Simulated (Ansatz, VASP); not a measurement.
**One calculation of MoS2, two programs**

```
S Mo
1.0
     3.15093    0.00000    0.00000
    -1.57546    2.72878    0.00000
     0.00000    0.00000   56.44272
S Mo
6 3
Direct
  0.33333 0.66667 0.36498
  0.33333 0.66667 0.42051
  0.66667 0.33333 0.47226
  0.66667 0.33333 0.52774
  0.33333 0.66667 0.57949
  0.33333 0.66667 0.63502
  0.66667 0.33333 0.39276
  0.33333 0.66667 0.50000
  0.66667 0.33333 0.60724
```

Alike in both runs: functional PBE; dispersion D3(BJ); k mesh 12 × 12 × 1; no spin polarisation.

Ansatz relaxed the structure, and its values are those at the end. VASP's run is a single point on that final structure, the one shown.

```csv
,VASP,Ansatz
version,VASP 6.6.1,Ansatz 0.2.0
potentials or method,"VASP PAW PBE potentials, release 64 (S, Mo_sv)","scalar-relativistic, plane waves, PAW"
plane-wave cutoff (eV),520,420
occupations,"gaussian, width 0.01 eV",fixed
valence electrons in the cell,78,78
```

Ansatz gave:

```
gap on the k mesh at the Fermi level (eV) : 1.01
least direct gap on the mesh (eV)         : 1.72
rms of the force components (eV/Å)        : 0.000
```

**Question.** What did VASP give for the same quantities?

**Answer.** gap on the k mesh at the Fermi level (eV): 1.02; least direct gap on the mesh (eV): 1.73; rms of the force components (eV/Å): 0.006.
